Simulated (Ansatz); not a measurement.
# Preparing Al2O3 (R-3c) as a host crystal

Aim: the runs on the perfect crystal Al2O3 (R-3c) that a defect calculation needs first.

Method: plane-wave PAW DFT, PBEsol; relaxation of the host's cell and atoms; PAW set soft_1, in the first sound run; inputs show where later runs differ, in Ansatz 0.2.0.

Most raw output is cut from this account.

### Step 1. The structure

It takes space group R-3c (No. 167, trigonal). The conventional cell has a = 4.805 Å, b = 4.805 Å, c = 13.116 Å, α = 90.00°, β = 90.00°, γ = 120.00°. Nearest to Al lie 6 O at 1.87 to 1.99 Å. Nearest to O lie 4 Al at 1.87 to 1.99 Å. Farther neighbours and most contacts between anions are not listed.

### Step 2. Host cell relaxation

Cell and atoms are relaxed together, until forces and stress fall under their thresholds.

cell/input.yaml

```yaml
crystal:
  lattice:
    - [2.4025136, 1.3870919, 4.3720844]
    - [-2.4025136, 1.3870919, 4.3720844]
    - [0.0, -2.7741838, 4.3720844]
  atoms:
    - { symbol: Al, position: [0.647904, 0.647904, 0.647904] }
    - { symbol: Al, position: [0.852096, 0.852096, 0.852096] }
    - { symbol: Al, position: [0.147904, 0.147904, 0.147904] }
    - { symbol: Al, position: [0.352096, 0.352096, 0.352096] }
    - { symbol: O, position: [0.4438545, 0.0561455, 0.75] }
    - { symbol: O, position: [0.9438545, 0.25, 0.5561455] }
    - { symbol: O, position: [0.0561455, 0.75, 0.4438545] }
    - { symbol: O, position: [0.75, 0.4438545, 0.0561455] }
    - { symbol: O, position: [0.25, 0.5561455, 0.9438545] }
    - { symbol: O, position: [0.5561455, 0.9438545, 0.25] }
basis:
  ecutwfc: 420
  xc_grid: 2
hamiltonian:
  xc: pbesol
  pseudopotentials: { kind: paw, azcp: { folder: soft_1 }, xc_functional: pbe }
kpoints:
  mp_grid: { grid: [7, 7, 7] }
scf:
  occupations: { method: fixed }
  max_iter: 100
relax:
  f_tol: 0.005
  max_steps: 60
  cell: {}
output:
  forces: true
  stress: true
checkpoint:
  write: "../cell.run"
  compress: false
  write_wavefunctions: false
  write_every: 100000
```

Run with:

```bash
ansatz run input.yaml --threads 32 --pin off --max-ram 84787MiB --backend cuda --events-out ev --progress --plain --runs-dir out --max-vram 78GiB
```

Run time: 3.5 s. Hardware: 1 × NVIDIA GB200 with 32 threads of Arm Neoverse V2, shared host; peak memory 0.95 GiB; 16 s of CPU time.

Relaxation path:

```tsv
step	energy less that of the first step (eV)	largest force component (eV/Å)	pressure (GPa)	volume (Å³)
1	0.0000	0.0538	-4.93	87.42
2	-0.0223	0.0341	-2.74	86.60
3	-0.0340	0.0334	0.06	85.62
4	-0.0341	0.0172	0.01	85.63
5	-0.0341	0.0043	-0.01	85.64
6	-0.0290	0.0043	-0.14	85.64
7	-0.0292	0.0000	0.00	85.59
8*	-0.0290	0.0000	0.00	85.59
```

Relaxation steps marked * repeat the geometry before them on a plane-wave basis chosen anew for their cell, so energy and pressure can jump there. The log counts 2 steps on a newly chosen plane-wave basis, not all of them marked here; energy and pressure can jump at such steps.

Forces are held to the 12 operations that the run works with; a distortion that breaks them can't arise in this run.

```tsv
conventional cell, symmetrised	before	after	change
a (Å)	4.805	4.773	-0.7 %
b (Å)	4.805	4.773	-0.7 %
c (Å)	13.116	13.013	-0.8 %
volume (Å³/atom)	8.74	8.56	-2.1 %
```

Numbers from this step:

```
pressure : -0.003828 GPa
```

The relaxation ends with a pressure of 0.00 GPa.

### Step 3. Dielectric tensors of the host

The response to a uniform electric field gives the electronic dielectric tensor.

This step: plane-wave PAW DFPT, PBEsol; dielectric tensors, Born charges and zone-centre modes of the host; PAW set soft_1 (Ansatz 0.2.0).

eps/input.yaml

```yaml
crystal:
  lattice:
    - [2.3866527243, 1.3779345928, 4.3376222509]
    - [-2.3866527243, 1.3779345928, 4.3376222509]
    - [0.0, -2.7558691857, 4.3376222509]
  atoms:
    - { symbol: Al, position: [0.647953199, 0.647953199, 0.647953199] }
    - { symbol: Al, position: [0.852046801, 0.852046801, 0.852046801] }
    - { symbol: Al, position: [0.147953199, 0.147953199, 0.147953199] }
    - { symbol: Al, position: [0.352046801, 0.352046801, 0.352046801] }
    - { symbol: O, position: [0.4441682928, 0.0558317072, 0.75] }
    - { symbol: O, position: [0.9441682928, 0.25, 0.5558317072] }
    - { symbol: O, position: [0.0558317072, 0.75, 0.4441682928] }
    - { symbol: O, position: [0.75, 0.4441682928, 0.0558317072] }
    - { symbol: O, position: [0.25, 0.5558317072, 0.9441682928] }
    - { symbol: O, position: [0.5558317072, 0.9441682928, 0.25] }
basis:
  ecutwfc: 420
hamiltonian:
  xc: pbesol
  pseudopotentials: { kind: paw, azcp: { folder: soft_1 }, xc_functional: pbe }
kpoints:
  mp_grid: { grid: [6, 6, 6] }
scf:
  occupations: { method: fixed }
  max_iter: 100
phonons:
  method: dfpt
  dielectric: true
  rigid_motions: translations
```

Elapsed: 6.3 s, on 1 × NVIDIA GB200 with 32 threads; peak memory 1.8 GiB; 56 s of CPU time.

Electronic dielectric tensor:

```
3.29 0.00 0.00
0.00 3.29 0.00
0.00 0.00 3.26
```

Static dielectric tensor:

```
 9.66  0.00  0.00
 0.00  9.66  0.00
 0.00  0.00 11.75
```

The principal values of the electronic dielectric tensor are 3.26, 3.29 and 3.29. The principal values of the static dielectric tensor are 9.66, 9.66 and 11.75.

### Step 4. Defect free supercell relaxed in its symmetry

This cell, the one that will hold the defects, is built from the relaxed host. Its coarser k-points can move the atoms a little, so it is relaxed from the symmetric sites, as the reference for the test of stability.

This step: plane-wave PAW DFT, PBEsol; relaxation of the defect-free supercell in its symmetry; PAW set soft_1 (Ansatz 0.2.0).

System of this step: Al2O3 (R-3c). The cell holds 80 atoms: 32 Al and 48 O. Cell: a = 10.278 Å, b = 10.278 Å, c = 10.278 Å, α = 55.3°, β = 55.3°, γ = 55.3°.

pristine.symmetric/input.yaml

```yaml
crystal:
  lattice:
    - [4.7733054486, 2.7558691857, 8.6752445018]
    - [-4.7733054486, 2.7558691857, 8.6752445018]
    - [0.0, -5.5117383714, 8.6752445018]
  atoms:
    - { symbol: Al, position: [0.3239765995, 0.3239765995, 0.3239765995] }
    - { symbol: Al, position: [0.4260234005, 0.4260234005, 0.4260234005] }
    - { symbol: Al, position: [0.0739765995, 0.0739765995, 0.0739765995] }
    - { symbol: Al, position: [0.1760234005, 0.1760234005, 0.1760234005] }
    - { symbol: O, position: [0.2220841464, 0.0279158536, 0.375] }
    - { symbol: O, position: [0.4720841464, 0.125, 0.2779158536] }
    - { symbol: O, position: [0.0279158536, 0.375, 0.2220841464] }
    - { symbol: O, position: [0.375, 0.2220841464, 0.0279158536] }
[... 68 atom lines left out ...]
    - { symbol: O, position: [0.5279158536, 0.875, 0.7220841464] }
    - { symbol: O, position: [0.875, 0.7220841464, 0.5279158536] }
    - { symbol: O, position: [0.625, 0.7779158536, 0.9720841464] }
    - { symbol: O, position: [0.7779158536, 0.9720841464, 0.625] }
basis:
  ecutwfc: 420
  xc_grid: 2
hamiltonian:
  xc: pbesol
  pseudopotentials: { kind: paw, azcp: { folder: soft_1 }, xc_functional: pbe }
kpoints:
  mp_grid: { grid: [1, 1, 1] }
scf:
  occupations: { method: fermi_dirac, width: 0.01 }
  max_iter: 100
  lower_state_search: "off"
output:
  forces: true
relax:
  f_tol: 0.015
  max_steps: 60
  escape_saddle: false
checkpoint:
  write: "../pristine.symmetric.run"
  compress: false
  write_wavefunctions: false
  write_every: 100000
```

Wall time 1.9 s (1 × NVIDIA GB200 with 32 threads); peak memory 1 GiB; 6 s of CPU time.

Hardly anything moved in the relaxation; the energy changed by under 0.2 meV an atom.

### Step 5. Defect free supercell relaxed from displaced atoms

This step: plane-wave PAW DFT, PBEsol; relaxation of the defect-free supercell from random displacements, a test of the host's stability; PAW set soft_1 (Ansatz 0.2.0).

pristine.rattled/input.yaml, as its differences from pristine.symmetric/input.yaml of step 4:

```diff
@@ -102,6 +102,6 @@
   f_tol: 0.015
-  max_steps: 60
-  escape_saddle: false
+  max_steps: 120
+  random_displacement: { amplitude: 0.06, seed: 8775 }
 checkpoint:
-  write: "../pristine.symmetric.run"
+  write: "../pristine.rattled.run"
   compress: false
```

The job ended after 3.7 s (1 × NVIDIA GB200 with 32 threads; peak memory 0.99 GiB).

Relaxation path:

```tsv
step	energy less that of the first step (eV)	largest force component (eV/Å)
1	0.0000	2.1732
2	-2.0264	1.2906
3	-3.2088	0.0166
4	-3.2088	0.0166
5	-3.2091	0.0006
```

The relaxation ends 40 meV an atom lower than the displaced start, with a largest force component of 6.0e-4 eV/Å.

### Step 6. Host on a dense mesh

This step: plane-wave PAW DFT, PBEsol; single point of the defect-free host, a test of the k-point sampling; PAW set soft_1 (Ansatz 0.2.0).

System of this step: Al2O3 (R-3c). Symmetry: R-3c, No. 167, trigonal system. Conventional cell: a = 4.773 Å, b = 4.773 Å, c = 13.013 Å, α = 90.00°, β = 90.00°, γ = 120.00°. Al has 6 O at 1.86 to 1.97 Å nearest. Nearest to O lie 4 Al at 1.86 to 1.97 Å. Farther neighbours and most contacts between anions are not listed.

dense/input.yaml, as its differences from eps/input.yaml of step 3:

```diff
@@ -18,2 +18,3 @@
   ecutwfc: 420
+  xc_grid: 2
 hamiltonian:
@@ -22,9 +23,11 @@
 kpoints:
-  mp_grid: { grid: [6, 6, 6] }
+  mp_grid: { grid: [7, 7, 7] }
 scf:
-  occupations: { method: fixed }
+  occupations: { method: fermi_dirac, width: 0.01 }
   max_iter: 100
-phonons:
-  method: dfpt
-  dielectric: true
-  rigid_motions: translations
+  lower_state_search: "off"
+checkpoint:
+  write: "../dense.run"
+  compress: false
+  write_wavefunctions: false
+  write_every: 100000
```

Elapsed: 1.3 s, on 1 × NVIDIA GB200 with 32 threads; peak memory 0.95 GiB.

### Step 7. Defect free supercell at the zone centre

The supercell is run at the zone centre, to see how far that sampling misses the dense mesh.

System of this step: Al2O3 (R-3c). The cell holds 80 atoms: 32 Al and 48 O. Its edges and angles: a = 10.278 Å, b = 10.278 Å, c = 10.278 Å, α = 55.3°, β = 55.3°, γ = 55.3°.

pristine.sampling_gamma/input.yaml, as its differences from pristine.rattled/input.yaml of step 5:

```diff
@@ -98,10 +98,4 @@
   lower_state_search: "off"
-output:
-  forces: true
-relax:
-  f_tol: 0.015
-  max_steps: 120
-  random_displacement: { amplitude: 0.06, seed: 8775 }
 checkpoint:
-  write: "../pristine.rattled.run"
+  write: "../pristine.sampling_gamma.run"
   compress: false
```

Run time: 1.3 s. Hardware: 1 × NVIDIA GB200 with 32 threads; peak memory 1 GiB; 2.5 s of CPU time.

### Step 8. What came out

```
primitive cell vectors, lengths                                      : 5.139, 5.139, 5.139 Å
electronic dielectric constant                                       : principal values (3.26, 3.29, 3.29)
static dielectric constant                                           : principal values (9.66, 9.66, 11.75)
gap on the k-mesh of the response run (PBEsol)                       : 6.04 eV
supercell relaxed in its symmetry less the displaced and relaxed one : 0.000 eV
energy an atom at the zone centre alone less that on the dense mesh  : 0.006 eV
```

**Reading.** Step 5: The energy fell by 3.209 eV from the randomly displaced start; the atoms end within 0.005 Å of the sites as typed, once the mean shift is taken out. The displaced cell ends within 0.01 eV of the symmetric one relaxed in its symmetry, so no lower structure shows in this supercell. The k-mesh can miss the band edges, so this gap is an upper bound at this level. All at zero temperature.

[Logs are printed without paths, hosts, clocks, repeated set-up lines and the standing remarks that a program may print on its own settings, such as how far it seeks lower states.]

[Hosts, paths, dates, database ids (printed as entryN), source tags and the programs' standing remarks are cut or masked in the printed files.]

[Runs of the host that timed out are not shown.]

[For some hosts the program warned that the k-mesh of the response run may be too coarse for force constants and the static dielectric constant; such warnings are not always shown.]
